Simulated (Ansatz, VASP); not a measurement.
## Ta in VASP and in Ansatz

```xyz
2
Lattice="2.7190 0.0000 0.0000 0.0000 2.7190 0.0000 0.0000 0.0000 28.4866" Properties=species:S:1:pos:R:3 pbc="T T T"
Ta    2.7190    1.3595    8.6211
Ta    1.3595    0.0000    6.3789
```

Alike in both runs: functional PBE; k mesh 20 × 20 × 1; occupations gaussian, width 0.1 eV; no spin polarisation.

Ansatz relaxed the structure, and its values are those at the end. VASP's run is a single point on that final structure, the one shown.

```csv
,VASP,Ansatz
version,VASP 6.6.1,Ansatz 0.2.0
potentials or method,"VASP PAW PBE potentials, release 64 (Ta_pv)","scalar-relativistic, plane waves, PAW"
plane-wave cutoff (eV),520,420
valence electrons in the cell,22,26
```

VASP gave:

```
gap on the k mesh at the Fermi level (eV) : none
rms of the force components (eV/Å)        : 0.006
```

Task: Which values does Ansatz return?

Result: gap on the k mesh at the Fermi level (eV): none; rms of the force components (eV/Å): 0.004.

A gap of «none» marks a metal or a gap that the smearing closes. The two sets of potentials don't hold the same shells in valence. Ansatz warned: «slab_cell_height_set».

The runs have no spin-orbit coupling, so splittings on Ta are missing.
